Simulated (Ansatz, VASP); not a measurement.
# Ti (Titanium): VASP beside Ansatz, part 2 of 3

One calculation is typed for both programs; each brings its own data sets. How far apart do they land? The cell is taken from a series of runs on this material, whose earlier steps may have relaxed, scaled, displaced or heated it; both programs get it as it stands.

VASP 6.6.1 and Ansatz 0.2.0.

So far: The starting structure; VASP: elastic constants, LDA, pair 1.

## Step 3: Ansatz: elastic constants, LDA, pair 1

Level of this step: Ansatz beside VASP: Kohn-Sham DFT, plane waves, LDA (Ansatz).

Ansatz runs on its default PAW (the set named soft_2) files.

The same cell, functional (in two slightly different forms), mesh and smearing now go to Ansatz.

input.yaml

```yaml
crystal:
  lattice:
    - [-1.5800131901, 1.5800131901, 1.5800131901]
    - [1.5800131901, -1.5800131901, 1.5800131901]
    - [1.5800131901, 1.5800131901, -1.5800131901]
  atoms:
    - { symbol: Ti, position: [0.0, 0.0, 0.0] }
kpoints:
  mp_grid: { grid: [16, 16, 16] }
hamiltonian:
  xc: lda
scf:
  occupations: { method: gaussian, width: 0.1 }
output:
  forces: true
  stress: true
  eigenvalues: true
basis:
  ecutwfc: 290.0
elastic:
  mode: relaxed_ion
  stencil: two_point
```

Launch:

```console
$ ansatz run input.yaml --threads 2 --pin off --max-ram 5120MiB --backend cpu --events-out ev --progress --plain --runs-dir out
```

Numbers of over 12 decimals in the logs are rounded to 6 here.

What it wrote:

```text
Warning: basis.ecutwfc = 290 eV is below the records' recommended 420 eV, and the density's cutoff is lower with it unless basis.ecutrho_ratio is high enough to keep the records' density cutoff: compare with a run at a higher cutoff
Engine: ansatz 0.2.0, x86_64-unknown-linux-gnu
Pseudopotentials: kind: paw
Pseudopotential: Ti, paw, valence charge 12, recommended cutoff 420 eV (normal), Ti.paw.azcp
Functional definition: SPW92
  exchange = slater_x
  correlation = pw_c
Crystal: 1 atoms, lattice volume = 15.778 Å³
Basis set: ecut = 290 eV, 177 PW (Γ)
Bands: 10, of which v1, the nominal top of the filled ones, is band 6 counted from 1 (5 counted from 0)
Symmetry: 48 space group operations
Space group: Im-3m (ITA 229), of the structure as read, at distance tolerance 2.5e-5 Å
k-points: 145 of 4096
Non-local potential: Ti, projectors of the file, l = 0: 3, l = 1: 2, l = 2: 3, l = 3: 1
PAW form: soft (Blöchl's): semilocal exchange-correlation on the pseudo side does not see the compensation charge
PAW frozen core: Ti, regenerated for the run's functional, and the local potential with it (the file was generated under x = pbe(κ = 0.804, μ = 0.219515), c = pbe(β = 0.066725))
PAW one-centre angular grid: Ti, 590 points (default); XC on 64 Gauss nodes
Initial density: superposition of atomic densities (neutral atoms: chi_scale 0, normalization atom), corrected by the library's trained network
Initial wavefunctions: pseudopotential atomic-orbital guess
Functional: x = slater, c = lda
SCF iter   1: F=—  HF=-2449.985754 eV  |F-HF|=—  |Δ(HF+E_count)|=         —  Δρ=1.17e-2  dr2=7.08e-3  ethr=1.77e-3  ⟨swp⟩=4.1  Hψ=7477  notcnv=0
preconditioner: auto → none  [metal: Δε(μ)=0.014 eV  Ē_g=4.543 eV  σ=0.100 eV  W_gap=0.08  n_scr=0 (ndim 8)  ℏωp=18.7 eV  f_vac=0.000  D(μ)=1.74/eV (n_scr^D=18)]
SCF iter   2: F=—  HF=-2449.978980 eV  |F-HF|=—  |Δ(HF+E_count)|=   6.77e-3  Δρ=4.57e-3  dr2=2.66e-3  ethr=5.90e-5  ⟨swp⟩=2.0  Hψ=4040  notcnv=0  defer=14
SCF iter   3: F=—  HF=-2449.978175 eV  |F-HF|=—  |Δ(HF+E_count)|=   8.05e-4  Δρ=1.52e-3  dr2=1.09e-4  ethr=2.22e-5  ⟨swp⟩=1.8  Hψ=1651  notcnv=0  defer=14
SCF iter   4: F=—  HF=-2449.978056 eV  |F-HF|=—  |Δ(HF+E_count)|=   1.19e-4  Δρ=1.49e-4  dr2=1.05e-6  ethr=9.07e-7  ⟨swp⟩=2.0  Hψ=2304  notcnv=0  defer=14
SCF iter   5: F=—  HF=-2449.978058 eV  |F-HF|=—  |Δ(HF+E_count)|=   1.86e-6  Δρ=7.71e-6  dr2=5.49e-9  ethr=8.77e-9  ⟨swp⟩=2.0  Hψ=1924  notcnv=0  defer=14
SCF iter   6: F=—  HF=-2449.978058 eV  |F-HF|=—  |Δ(HF+E_count)|=   2.08e-9  Δρ=3.22e-7  dr2=5.23e-12  ethr=4.58e-11  ⟨swp⟩=1.8  Hψ=1644  notcnv=0  defer=14
SCF iter   7: F=-2449.978058 eV  HF=-2449.978058 eV  |F-HF|=9.09e-13  |Δ(HF+E_count)|=  1.82e-12  Δρ=1.08e-8  dr2=1.56e-14  ethr=1.00e-12  ⟨swp⟩=4.3  Hψ=4289  notcnv=0
SCF 1 converged in 7 iterations: F = -2449.978058 eV  dr2 = 1.56e-14
  greatest PAW one-centre occupation: 1.002 electrons in one spin orbital (limit 2), on the Ti atom at site 0 (counted from 0), in its partial waves of l = 1
Crystal: 1 atoms, lattice volume = 15.746 Å³
Symmetry: 16 space group operations
k-points: 349 of 4096
Initial density: handed on by an earlier stage of this run
Initial wavefunctions: those handed on with the density
iter 1 solved again at ethr=7.69e-9 eV; its pass at ethr=3.10e-3 eV (dr2=9.23e-7 eV) is discarded
SCF iter   1: F=—  HF=-2449.978924 eV  |F-HF|=—  |Δ(HF+E_count)|=         —  Δρ=1.20e-4  dr2=7.40e-7  ethr=7.69e-9  ⟨swp⟩=2.1  Hψ=22148  notcnv=0
preconditioner: auto → none  [metal: Δε(μ)=0.015 eV  Ē_g=4.518 eV  σ=0.100 eV  W_gap=0.08  n_scr=0 (ndim 8)  ℏωp=18.7 eV  f_vac=0.000  D(μ)=1.77/eV (n_scr^D=18)]
SCF iter   2: F=—  HF=-2449.978924 eV  |F-HF|=—  |Δ(HF+E_count)|=   1.51e-8  Δρ=5.75e-5  dr2=1.41e-7  ethr=6.17e-9  ⟨swp⟩=1.8  Hψ=3891  notcnv=0
[...]
SCF 2 converged in 6 iterations: F = -2449.978924 eV  dr2 = 5.32e-15
Crystal: 1 atoms, lattice volume = 15.809 Å³
[...]
preconditioner: auto → none  [metal: Δε(μ)=0.010 eV  Ē_g=4.500 eV  σ=0.100 eV  W_gap=0.05  n_scr=0 (ndim 8)  ℏωp=18.7 eV  f_vac=0.000  D(μ)=1.76/eV (n_scr^D=18)]
[...]
SCF 3 converged in 5 iterations: F = -2449.978228 eV  dr2 = 7.92e-14
Symmetry: 8 space group operations
k-points: 621 of 4096
[...]
preconditioner: auto → none  [metal: Δε(μ)=0.002 eV  Ē_g=4.509 eV  σ=0.100 eV  W_gap=0.01  n_scr=0 (ndim 8)  ℏωp=18.7 eV  f_vac=0.000  D(μ)=1.77/eV (n_scr^D=18)]
[...]
SCF iter   3: F=—  HF=-2449.978581 eV  |F-HF|=—  |Δ(HF+E_count)|=   2.15e-8  Δρ=1.00e-5  dr2=3.15e-9  ethr=8.53e-10  ⟨swp⟩=1.6  Hψ=6841  notcnv=0
SCF iter   4: F=—  HF=-2449.978581 eV  |F-HF|=—  |Δ(HF+E_count)|=  7.99e-10  Δρ=3.41e-6  dr2=1.18e-9  ethr=2.62e-11  ⟨swp⟩=2.3  Hψ=9981  notcnv=0
SCF iter   5: F=—  HF=-2449.978581 eV  |F-HF|=—  |Δ(HF+E_count)|=  2.64e-10  Δρ=3.66e-7  dr2=9.25e-12  ethr=9.80e-12  ⟨swp⟩=2.8  Hψ=9990  notcnv=0
SCF iter   6: F=-2449.978581 eV  HF=-2449.978581 eV  |F-HF|=0.00e0  |Δ(HF+E_count)|=  1.36e-12  Δρ=1.60e-8  dr2=1.48e-14  ethr=1.00e-12  ⟨swp⟩=3.0  Hψ=21307  notcnv=0
SCF 4 converged in 6 iterations: F = -2449.978581 eV  dr2 = 1.48e-14
iter 1 solved again at ethr=4.34e-10 eV; its pass at ethr=3.10e-3 eV (dr2=5.21e-8 eV) is discarded
SCF iter   1: F=—  HF=-2449.978581 eV  |F-HF|=—  |Δ(HF+E_count)|=         —  Δρ=3.45e-5  dr2=4.97e-8  ethr=4.34e-10  ⟨swp⟩=1.4  Hψ=37431  notcnv=0
SCF iter   2: F=—  HF=-2449.978581 eV  |F-HF|=—  |Δ(HF+E_count)|=   3.77e-8  Δρ=1.66e-5  dr2=2.32e-8  ethr=4.14e-10  ⟨swp⟩=2.0  Hψ=9907  notcnv=0
SCF iter   3: F=—  HF=-2449.978581 eV  |F-HF|=—  |Δ(HF+E_count)|=   2.79e-9  Δρ=5.80e-6  dr2=1.40e-9  ethr=1.94e-10  ⟨swp⟩=1.9  Hψ=7225  notcnv=0
SCF iter   4: F=—  HF=-2449.978581 eV  |F-HF|=—  |Δ(HF+E_count)|=  5.72e-10  Δρ=5.95e-7  dr2=1.89e-11  ethr=1.17e-11  ⟨swp⟩=2.0  Hψ=9928  notcnv=0
SCF iter   5: F=-2449.978581 eV  HF=-2449.978581 eV  |F-HF|=0.00e0  |Δ(HF+E_count)|=  1.36e-12  Δρ=2.35e-8  dr2=4.35e-14  ethr=1.00e-12  ⟨swp⟩=3.0  Hψ=22409  notcnv=0
SCF 5 converged in 5 iterations: F = -2449.978581 eV  dr2 = 4.35e-14
SCF converged after 7 iterations
Free energy (F): -2449.978058 eV
Harris-Foulkes:  -2449.978058 eV  (|F-HF|=9.09e-13)
Internal energy: -2449.969220 eV  (E = F + TS)
E sigma→0 (E₀):  -2449.973639 eV
Entropy (-TS):   -0.008838 eV (-8.838 meV/atom)
Fermi energy:    14.342343 eV
--- Per-component energies (eV) ---
  E_band       = -138.637473
  E_kinetic    = 276.166752
  E_local      = -764.922670  (includes V_loc(G=0)·N_el)
  E_nonlocal   = 13.005988
  E_hartree    = 317.298746
  E_xc         = -97.463298
  E_vxc        = -122.701368  (∫ρ·V_xc dr)
  E_paw        = -1000.383499  (= ΣΔE_a)
  E_vpaw       = -174.784211  (= ΣTr[D̂ρ^β])
  E_aug_tail   = 0.000547  (compensation charges beyond the density's cutoff)
  E_ewald      = -1193.997737
  E_core_change = 0.325950  (= ΣΔE_core)
  E_smearing   = -0.008838  (= −TS)
  E_closure    = 0.000000  (closes the sum)
  Σ components = -2449.978058   (vs F -2449.978058, Δ=0.00e0)
--- Forces (eV/Å), atoms counted from 1 ---
  atom   1  Ti    -0.00000000    -0.00000000    -0.00000000
  max |Σ_I F_I| component: 6.57e-32 eV/Å
--- Stress (GPa, compression-positive) ---
       -0.023379      -0.000000      -0.000000
        0.000000      -0.023379      -0.000000
        0.000000      -0.000000      -0.023379
  P = ⅓ Tr σ = -0.0234 GPa (-0.234 kbar)
--- Band table (eV; the first three rows and the last of 145) ---
  k-point 0: bands = ["-41.5114", "-17.5163", "-17.5163", "-17.5163", "8.3082", "15.3708", "15.3708", "15.3708", "17.3574", "17.3574"]
  k-point 1: bands = ["-41.5037", "-17.5522", "-17.5267", "-17.5160", "8.4550", "15.3013", "15.3529", "15.4827", "17.2742", "17.3627"]
  k-point 2: bands = ["-41.4822", "-17.6565", "-17.5592", "-17.5191", "8.8797", "15.0981", "15.2766", "15.8053", "17.1012", "17.3724"]
  k-point 144: bands = ["-41.1716", "-18.1524", "-18.1524", "-18.1524", "11.8934", "11.8934", "18.7157", "18.7157", "18.7157", "23.5663"]
--- Elastic constants: 2 strain directions × 2 members + reference (group order 48) ---
  dense FFT box of the reference and of every strained cell: 16×16×16
  strains applied: 11, 23; error gains: componentwise 1.00 (the most a stress slope's error grows in a printed constant), spectral 1.73 (1 for all six strains in a standard setting)
  C = ∂σ_k/∂η_j (tension-positive GPa; Voigt order 11 22 33 23 13 12):
       114.845    125.951    125.951     -0.000      0.000      0.000
       125.951    114.845    125.951     -0.000      0.000      0.000
       125.951    125.951    114.845     -0.000      0.000      0.000
         0.000      0.000     -0.000     36.983     -0.000     -0.000
        -0.000     -0.000     -0.000      0.000     36.983     -0.000
        -0.000      0.000      0.000      0.000     -0.000     36.983
  reference stress σ⁰ (GPa):      0.023      0.023      0.023      0.000      0.000     -0.000
  C* (energy form; C + prestress term) asymmetry max|C*_kj − C*_jk| = 1.421e-14 GPa — a small one proves nothing (zero by symmetry where the batch's group is 432, −43m or m−3m); a large one is finite-difference/SCF noise where every solve meets its electron count
  moduli (Voigt/Reuss/Hill, GPa): K = 122.25/122.25/122.25   G = 19.97/-17.92/1.02   E = 3.07   ν = 0.496
  mechanically stable: NO (min eigenvalue of sym C = -11.11 GPa)
  strain η (Voigt 11):  stress-route row diagonal C_11 = 114.85 GPa, energy-path curvature d²(F+E_count+ΔE)/dδ²/Ω₀ = 136.92 GPa
         δ    σ_11 (GPa)             F (eV)   n_scf  n_hpsi   n_pw
    -2.000e-3      -0.2126       -2449.9789236       6   54013    188   relax 0 steps, max|allowed force component| 0.00e0 eV/Å
     2.000e-3       0.2468       -2449.9782280       5   53090    188   relax 0 steps, max|allowed force component| 0.00e0 eV/Å
  strain η (Voigt 23):  stress-route row diagonal C_44 = 36.98 GPa, energy-path curvature d²(F+E_count+ΔE)/dδ²/Ω₀ = 36.43 GPa
         δ    σ_23 (GPa)             F (eV)   n_scf  n_hpsi   n_pw
    -2.000e-3      -0.0740       -2449.9785812       6  103582    188   relax 0 steps, max|allowed force component| 0.00e0 eV/Å
     2.000e-3       0.0740       -2449.9785812       5   93274    188   relax 0 steps, max|allowed force component| 0.00e0 eV/Å
```

## Step 4: Differences

Known differences besides the potentials themselves: the two LDA forms differ slightly; the cutoff is 290 eV in Ansatz and 500 eV in VASP; VASP's log shows a relativistic correction to its local exchange, Ansatz's none; VASP takes each elastic constant from one size of strain, Ansatz from those that its log lists; Ansatz's log warns that its cutoff lies below the recommended one. Total energies have different zeros and are not compared.

Compared:

```csv
quantity,Ansatz,VASP,difference
C11 (GPa),114.8,120.7,-4.84 %
C22 (GPa),114.8,120.7,-4.84 %
C33 (GPa),114.8,120.7,-4.84 %
C12 (GPa),126.0,123.7,+1.81 %
C13 (GPa),126.0,123.7,+1.81 %
C23 (GPa),126.0,123.7,+1.81 %
C44 (GPa),37.0,41.9,-11.80 %
C55 (GPa),37.0,41.9,-11.80 %
C66 (GPa),37.0,41.9,-11.80 %
```

## Step 5: VASP: elastic constants, LDA, pair 2

Elastic constants are differences of stresses under small strains, so they test the stress and the mesh. The cell compared in this pair holds 15.85 Å³, against 15.78 Å³ for the pair before.

INCAR

```
SYSTEM = Ti
PREC = Accurate
ENCUT = 500
EDIFF = 1E-08
NELM = 120
ISMEAR = 0
SIGMA = 0.1
LREAL = .FALSE.
ALGO = Normal
GGA = CA
NBANDS = 12
LASPH = .TRUE.
LORBIT = 11
LWAVE = .FALSE.
LCHARG = .FALSE.
ISIF = 3
IBRION = 6
NFREE = 2
POTIM = 0.015
NSW = 1
GGA_COMPAT = .FALSE.
KPAR = 2
```

POSCAR

```
Ti
1.0
   -1.5825220113      1.5825220113      1.5825220113
    1.5825220113     -1.5825220113      1.5825220113
    1.5825220113      1.5825220113     -1.5825220113
Ti
1
Direct
    0.0000000000      0.0000000000      0.0000000000
```

KPOINTS

```
Automatic mesh
0
Gamma
16 16 16
0 0 0
```

PAW data sets: Ti_sv (LDA family, release 64).

Launch:

```console
$ mpirun -np 2 vasp_std
```

What it wrote:

```text
[... set-up lines as in an earlier step ...]
 entering main loop
       N       E                     dE             d eps       ncg     rms          rms(c)
DAV:   1     0.822076973837E+02    0.82208E+02   -0.63773E+03  3496   0.119E+03
DAV:   2    -0.532524571500E+01   -0.87533E+02   -0.85084E+02  3544   0.291E+02
DAV:   3    -0.927423583350E+01   -0.39490E+01   -0.38976E+01  4716   0.623E+01
DAV:   4    -0.935636756918E+01   -0.82132E-01   -0.82036E-01  3932   0.782E+00
[...]
DAV:  12    -0.846741095489E+01    0.94478E-06   -0.20064E-06  3872   0.138E-02    0.681E-04
DAV:  13    -0.846741099194E+01   -0.37051E-07   -0.23380E-07  4188   0.473E-03    0.245E-03
DAV:  14    -0.846741098558E+01    0.63601E-08   -0.89467E-08  3596   0.383E-03
   1 F= -.84674110E+01 E0= -.84631093E+01  d E =-.860344E-02
[... from here on, the cycles between the ionic steps are left out ...]
   2 F= -.84658220E+01 E0= -.84614692E+01  d E =-.870561E-02
   3 F= -.84663499E+01 E0= -.84620221E+01  d E =-.865573E-02
   7 F= -.84663499E+01 E0= -.84620221E+01  d E =-.865573E-02
   8 F= -.84669431E+01 E0= -.84625636E+01  d E =-.875906E-02
   9 F= -.84669432E+01 E0= -.84625636E+01  d E =-.875906E-02
  10 F= -.84669430E+01 E0= -.84625635E+01  d E =-.875905E-02
  11 F= -.84669430E+01 E0= -.84625635E+01  d E =-.875904E-02
  12 F= -.84669430E+01 E0= -.84625635E+01  d E =-.875905E-02
  13 F= -.84669430E+01 E0= -.84625635E+01  d E =-.875905E-02
  14 F= -.84674100E+01 E0= -.84631083E+01  d E =-.860350E-02
  15 F= -.84674100E+01 E0= -.84631083E+01  d E =-.860352E-02
 Finite differences progress:
  Degree of freedom:   7/  7
  Displacement:        2/  2
  Total:              14/ 14
```

OUTCAR, selected parts (step 5):

```text
  Total       -0.0192787     -0.0192787     -0.0192787      0.0000000      0.0000000      0.0000000
  in kB       -1.9484050     -1.9484050     -1.9484050      0.0000000      0.0000000      0.0000000
  external PRESSURE =      -1.9484050 kB  Pullay stress =       0.0000000 kB

 POSITION                                       TOTAL-FORCE (eV/Angst)
 -----------------------------------------------------------------------------------
     -0.01500      0.00000      0.00000        -0.000000      0.000000     -0.000000
 -----------------------------------------------------------------------------------
    total drift:                               -0.000107      0.000000      0.000000

  FREE ENERGIE OF THE ION-ELECTRON SYSTEM (eV)
  ---------------------------------------------------
  free  energy   TOTEN  =        -8.4674100134 eV

  energy  without entropy=       -8.4588064906  energy(sigma->0) =       -8.46310825

[... 1 part as in an earlier step ...]

[... 2 further parts left out ...]
[key lines of the parts left out:]
E-fermi :   8.8271
```

Levels, forces or a CONTCAR printed for this step are those of its last displaced cell, not of the structure at rest.

## Step 6: Ansatz: elastic constants, LDA, pair 2

The same cell, functional (in two slightly different forms), mesh and smearing now go to Ansatz, which takes its cutoff from its data sets.

The cell is taken from a series of runs on this material, whose earlier steps may have relaxed, scaled, displaced or heated it; both programs get it as it stands.

input.yaml, the sections that differ from step 3:

```yaml
crystal:
  lattice:
    - [-1.5825220113, 1.5825220113, 1.5825220113]
    - [1.5825220113, -1.5825220113, 1.5825220113]
    - [1.5825220113, 1.5825220113, -1.5825220113]
  atoms:
    - { symbol: Ti, position: [0.0, 0.0, 0.0] }
# kpoints, hamiltonian, scf, output, elastic: as in step 3
# basis: removed
```

Launch:

```console
$ ansatz run input.yaml --threads 2 --pin off --max-ram 5120MiB --backend cpu --events-out ev --progress --plain --runs-dir out
```

What it wrote:

```text
[...]
Crystal: 1 atoms, lattice volume = 15.853 Å³
Basis set: ecut = 420 eV, 321 PW (Γ)
Bands: 10, of which v1, the nominal top of the filled ones, is band 6 counted from 1 (5 counted from 0)
Symmetry: 48 space group operations
[...]
k-points: 145 of 4096
[...]
2.000e-3       0.2354       -2450.2183977       4   50625    325   relax 0 steps, max|allowed force component| 0.00e0 eV/Å
[...]
δ    σ_23 (GPa)             F (eV)   n_scf  n_hpsi   n_pw
    -2.000e-3      -0.0853       -2450.2184129       7  107074    323   relax 0 steps, max|allowed force component| 0.00e0 eV/Å
     2.000e-3       0.0853       -2450.2184129       4   88243    323   relax 0 steps, max|allowed force component| 0.00e0 eV/Å
[key lines of the parts left out:]
SCF converged after 8 iterations
Free energy (F): -2450.218422 eV
Fermi energy:    14.281970 eV
P = ⅓ Tr σ = 0.0003 GPa (0.003 kbar)
```

## Step 7: Differences

What differs besides the data sets and the points named for the pairs above, as far as they apply: the cutoff is 420 eV in Ansatz and 500 eV in VASP. Total energies have different zeros and are not compared.

The two programs side by side:

```csv
quantity,Ansatz,VASP,difference
C11 (GPa),118.3,119.7,-1.15 %
C22 (GPa),118.3,119.7,-1.15 %
C33 (GPa),118.3,119.7,-1.15 %
C12 (GPa),123.3,122.3,+0.84 %
C13 (GPa),123.3,122.3,+0.84 %
C23 (GPa),123.3,122.3,+0.84 %
C44 (GPa),42.7,42.1,+1.32 %
C55 (GPa),42.7,42.1,+1.32 %
C66 (GPa),42.7,42.1,+1.32 %
```

(Part 2 of 3 ends here.)

[Lines on the potential files, build, host, timing and source positions are cut from VASP's logs without a mark.]

[Logs are printed without paths, hosts, clocks, repeated set-up lines and the standing remarks that a program may print on its own settings, such as how far it seeks lower states.]

[Hosts, paths, dates, database ids (printed as entryN), source tags and the programs' standing remarks are cut or masked in the printed files.]
